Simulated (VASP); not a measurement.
Input of a VASP 6.6.1 run:

Contents of INCAR:

```
SYSTEM = Sn
ALGO = Normal
EDIFF = 1E-6
EDIFFG = -0.01
ENCUT = 600
GGA = PE
IBRION = 2
ISIF = 3
ISMEAR = 0
LASPH = .True.
LCHARG = .False.
LREAL = .False.
LWAVE = .False.
NELM = 80
NSW = 90
PREC = Accurate
SIGMA = 0.03
```

Contents of KPOINTS:

```
k-points
0
Gamma
  12 12 12
  0 0 0
```

The input POSCAR:

```
Sn
1.0
   -1.8946518192      1.8946518192      1.8946518192
    1.8946518192     -1.8946518192      1.8946518192
    1.8946518192      1.8946518192     -1.8946518192
Sn
1
Direct
    0.0000000000      0.0000000000      0.0000000000
```

Potentials or basis: VASP PAW PBE potentials, release 64 (Sn_d).

The run is started by

```sh
$ cat potpaw_PBE.64/Sn_d/POTCAR > POTCAR
$ mpirun -np 1 vasp_std > vasp.out
```

(1) Estimate the band gap on the k mesh.

(2) Predict the relaxed cell.

(3) Predict the relaxed volume.

Results:

(1) none (metal or under the smearing width).

(2) a = 3.292 Å, b = 3.292 Å, c = 3.292 Å, α = 109.47°, β = 109.47°, γ = 109.47°.

(3) 27.46 Å³/atom.
